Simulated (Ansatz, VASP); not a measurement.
**One calculation of TiAl, two programs**

```
Ti Al
1.0
     2.79464    0.00000    0.00000
     0.00000    2.79464    0.00000
     0.00000    0.00000    4.16237
Ti Al
1 1
Direct
  0.50000 0.50000 0.50000
  0.00000 0.00000 0.00000
```

Change from the starting cell: strain along c alone, the other axes held, atoms relaxed: +3.0 %.

Alike in both runs: task single point; functional PBEsol; k mesh 16 × 16 × 10; occupations gaussian, width 0.1 eV; no spin polarisation.

|  | VASP | Ansatz |
| --- | --- | --- |
| version | VASP 6.6.1 | Ansatz 0.2.0 |
| potentials or method | VASP PAW PBE potentials, release 64 (Ti_sv, Al) | scalar-relativistic, plane waves, PAW |
| plane-wave cutoff (eV) | 520 | 420 |
| valence electrons in the cell | 15 | 15 |

VASP gave:

| Quantity | Value |
| --- | --- |
| gap on the k mesh at the Fermi level (eV) | none |
| pressure (GPa) | -3.3 |
| largest component of the traceless stress (GPa) | 1.83 |

**Question.** Estimate Ansatz's values.

**Answer.** gap on the k mesh at the Fermi level (eV): none; pressure (GPa): -3.4; largest component of the traceless stress (GPa): 1.86.

A gap of «none» marks a metal or a gap that the smearing closes. The functional is the same, so the differences come from potentials, cutoffs and numerics.

Caveats: the PAW data sets were made with another functional, which shifts forces and pressure a little (VASP).
